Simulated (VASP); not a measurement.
# Li: relaxation of cell and atoms with PBE

The system is Li.

```
Li
1.0
     3.47000    0.00000    0.00000
     0.00000    3.47000    0.00000
     0.00000    0.00000    3.47000
Li
2
Direct
  0.00000 0.00000 0.00000
  0.50000 0.50000 0.50000
```

The cell was built by a generator and needn't be a form met in nature.

| Quantity | Value |
| --- | --- |
| Program | VASP 6.6.1 |
| Task | relaxation of cell and atoms |
| Functional | PBE |
| Potentials or basis | VASP PAW PBE potentials, release 64 (Li_sv) |
| Cutoff | 600 eV |
| k mesh | 20 × 20 × 20 |
| Occupations | methfessel-paxton, width 0.1 eV |
| Spin | no spin polarisation |
| Dipole correction | no |
| Further INCAR settings | ALGO = Normal; EDIFF = 1e-06; IBRION = 2; EDIFFG = -0.005; NSW = 80; ISIF = 3 |

```yaml
Relaxed_volume: 20.10 Å³/atom
Relaxed_cell: a = 3.425 Å, b = 3.425 Å, c = 3.425 Å, α = 90.00°, β = 90.00°, γ = 90.00°
Space_group_after_relaxing_to_0.05_Å: Im-3m (No. 229)
Energy_gained_by_relaxing: 1.4 meV/atom
Ionic_steps: 3
Pressure_after_relaxing: 0.0 GPa
Band_gap_on_the_k_mesh: none (metal or under the smearing width)
```

Step by step:
| step | energy change (eV) | largest force (eV/Å) | pressure (GPa) | volume (Å³) |
| --- | --- | --- | --- | --- |
| 1 | 0.0000 | 0.0000 | -0.51 | 41.78 |
| 2 | -0.0011 | 0.0000 | -0.40 | 41.38 |
| 3 | -0.0027 | 0.0000 | -0.02 | 40.19 |

Final structure:
```cif
data_structure
_symmetry_space_group_name_H-M 'P 1'
_symmetry_Int_Tables_number 1
_cell_length_a 3.4255
_cell_length_b 3.4255
_cell_length_c 3.4255
_cell_angle_alpha 90.000
_cell_angle_beta 90.000
_cell_angle_gamma 90.000
_cell_volume 40.19
loop_
_atom_site_label
_atom_site_type_symbol
_atom_site_fract_x
_atom_site_fract_y
_atom_site_fract_z
_atom_site_occupancy
Li1 Li 0.00000 0.00000 0.00000 1
Li2 Li 0.50000 0.50000 0.50000 1
```

Levels at points of the mesh, in eV from the Fermi level:
```tsv
k point	band 1	band 2	band 3	band 4	band 5	band 6
(0.00, 0.00, 0.00)	-46.53	-46.50	-3.59	5.53	5.53	5.53
(0.50, 0.00, 0.00)	-46.51	-46.51	-1.17	-1.17	8.57	8.57
(0.50, 0.50, 0.00)	-46.51	-46.51	0.22	0.22	3.26	3.26
(0.50, 0.50, 0.50)	-46.51	-46.51	3.38	3.38	3.38	3.38
```

It took 59 s on 1 thread of Intel(R) Xeon(R) 6975P-C (Granite Rapids), with other jobs on the host, peak memory 0.19 GiB.

Caveat: the cutoff is under 1.25 times the usual one of these potentials, so pressure, stress and relaxed cells hold a basis-set (Pulay) error.
